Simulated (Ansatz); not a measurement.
# PbSe: the cost of one run

Program: Ansatz 0.2.0. Level of theory: DFT PBE, scalar-relativistic, plane waves, PAW. These are calculated values, not measurements.

## Step 1: Starting point

Symmetry: Cm, No. 8, monoclinic system. The conventional cell has a = 5.405 Å, b = 5.408 Å, c = 5.968 Å, α = 90.00°, β = 90.00°, γ = 90.00°. Around Pb (site symmetry m) lie 1 Pb at 2.81 Å and 5 Se at 2.81 to 2.90 Å. Around Pb (site symmetry m) lie 5 Se at 2.70 to 2.81 Å and 1 Pb at 2.81 Å. Around Se (site symmetry m) lie 5 Pb at 2.81 to 2.90 Å and 1 Se at 2.81 Å. Around Se (site symmetry m) lie 5 Pb at 2.70 to 2.81 Å and 1 Se at 2.81 Å.

As a file:

```
CELL_PARAMETERS angstrom
2.70251 -2.70424 0.00000
2.70251 2.70424 0.00000
0.00000 0.00000 5.96844
ATOMIC_POSITIONS crystal
Pb 0.75000 0.75000 0.41240
Pb 0.00000 0.00000 0.00000
Se 0.25000 0.25000 0.58760
Se 0.50000 0.50000 0.00000
```

The cell is invented: 6-connected net, two elements spread over the vertices (Cm, No. 8). The dimensions are guesses.

## Step 2: A first look at the guess

The input, input.yaml:

```yaml
crystal:
  lattice:
    - [2.70250603, -2.70423683, 0.0]
    - [2.70250603, 2.70423683, 0.0]
    - [0.0, 0.0, 5.96844214]
  atoms:
    - { symbol: Pb, position: [0.75, 0.75, 0.412397] }
    - { symbol: Pb, position: [0.0, 0.0, 0.0] }
    - { symbol: Se, position: [0.25, 0.25, 0.587603] }
    - { symbol: Se, position: [0.5, 0.5, 0.0] }
basis:
  ecutwfc: 420
kpoints:
  mp_grid: { grid: [4, 4, 4] }
hamiltonian:
  xc: pbe
scf:
  occupations: { method: gaussian, width: 0.1 }
  lower_state_search: "off"
output:
  forces: true
  stress: true
  eigenvalues: true
```

The run is started by

```console
ansatz run input.yaml --threads 1 --pin off --max-ram 2560MiB --backend cpu --events-out ev --progress --plain --runs-dir out
```

**Question.** How long does this run take on 1 thread of Arm Neoverse V1, shared host, and how much memory does it need?

About 6.8 s, with a peak of 0.33 GiB.
